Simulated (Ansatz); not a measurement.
# GeSb4Te7: the cost of one run

Program: Ansatz 0.2.0. Level of theory: DFT PBE, scalar-relativistic, plane waves, PAW. These are calculated values, not measurements.

3 further runs of the same task are left out: 3 set aside as unsound or not needed. Runs told in other sessions of the task aren't counted.

### Step 1. The structure to begin with

It takes space group P-3m1 (No. 164, trigonal). Conventional cell: a = 4.320 Å, b = 4.320 Å, c = 24.570 Å, α = 90.00°, β = 90.00°, γ = 120.00°. Ge (site symmetry -3m) is surrounded by 6 Te at 3.02 Å. Around Sb (site symmetry 3m) lie 6 Te at 3.02 to 3.20 Å. Sb (site symmetry 3m) has 6 Te at 3.02 to 3.21 Å in its first shell of neighbours. Te (site symmetry 3m) is surrounded by 3 Sb at 3.02 Å. Te (site symmetry 3m) is surrounded by 3 Ge at 3.02 Å and 3 Sb at 3.21 Å. Around Te (site symmetry -3m) lie 6 Sb at 3.20 Å.

As a file:

```cif
data_structure
_symmetry_space_group_name_H-M 'P-3m1'
_symmetry_Int_Tables_number 164
_cell_length_a 4.3204
_cell_length_b 4.3204
_cell_length_c 24.5698
_cell_angle_alpha 90.000
_cell_angle_beta 90.000
_cell_angle_gamma 120.000
_cell_volume 397.17
loop_
_atom_site_label
_atom_site_type_symbol
_atom_site_symmetry_multiplicity
_atom_site_Wyckoff_symbol
_atom_site_fract_x
_atom_site_fract_y
_atom_site_fract_z
_atom_site_occupancy
Ge1 Ge 1 b 0.00000 0.00000 0.50000 1
Sb1 Sb 2 d 0.66667 0.33333 0.91872 1
Sb2 Sb 2 d 0.33333 0.66667 0.34882 1
Te1 Te 2 d 0.33333 0.66667 0.84920 1
Te2 Te 2 c 0.00000 0.00000 0.72043 1
Te3 Te 2 d 0.66667 0.33333 0.43103 1
Te4 Te 1 a 0.00000 0.00000 0.00000 1
```

It goes back to an entry of the Materials Project.

It is the result of an earlier relaxation at this level (volume 33.10 Å³/atom; gap on the mesh: 0.37 eV).

### Step 2. Static run: bands, density of states and charges

input.yaml reads:

```yaml
crystal:
  lattice:
    - [4.3204006996, 0.0, 0.0]
    - [-2.1602003498, 3.7415767604, 0.0]
    - [0.0, 0.0, 24.5697561422]
  atoms:
    - { symbol: Ge, position: [0.0, 0.0, 0.5] }
    - { symbol: Sb, position: [0.6666666667, 0.3333333333, 0.9187156008] }
    - { symbol: Sb, position: [0.3333333333, 0.6666666667, 0.3488175095] }
    - { symbol: Sb, position: [0.3333333333, 0.6666666667, 0.0812843992] }
    - { symbol: Sb, position: [0.6666666667, 0.3333333333, 0.6511824905] }
    - { symbol: Te, position: [0.3333333333, 0.6666666667, 0.8491992847] }
    - { symbol: Te, position: [0.6666666667, 0.3333333333, 0.1508007153] }
    - { symbol: Te, position: [0.0, 0.0, 0.7204257125] }
    - { symbol: Te, position: [0.6666666667, 0.3333333333, 0.4310324052] }
    - { symbol: Te, position: [0.3333333333, 0.6666666667, 0.5689675948] }
    - { symbol: Te, position: [0.0, 0.0, 0.0] }
    - { symbol: Te, position: [0.0, 0.0, 0.2795742875] }
basis:
  ecutwfc: 420
kpoints:
  mp_grid: { grid: [12, 12, 2] }
  band_path:
    path:
      - [[0.0, 0.0, 0.0], [0.5, 0.0, 0.0], [0.33333333, 0.33333333, 0.0], [0.0, 0.0, 0.0], [0.0, 0.0, 0.5], [0.5, 0.0, 0.5], [0.33333333, 0.33333333, 0.5], [0.0, 0.0, 0.5]]
      - [[0.5, 0.0, 0.5], [0.5, 0.0, 0.0]]
      - [[0.33333333, 0.33333333, 0.5], [0.33333333, 0.33333333, 0.0]]
    npoints: 10
hamiltonian:
  xc: pbe
scf:
  occupations: { method: gaussian, width: 0.02 }
  n_extra_bands: 30
output:
  forces: true
  stress: true
  eigenvalues: true
  populations: true
  dos: { projected: true, de: 0.02, nscf_kmesh: { grid: [18, 18, 3] } }
  bader: false
  write_density: true
  write_potential: true
  elf: true
  volumetric_format: npy
```

On the command line:

```console
$ ansatz run input.yaml --threads 4 --pin off --max-ram 10240MiB --backend cpu --events-out ev --progress --plain --runs-dir out
```

**Question.** How long does this run take on 4 threads of Intel Xeon at 2.50GHz (Skylake/Cascade Lake), shared host, and how much memory does it need?

About 3.8 min, with a peak of 3.3 GiB.
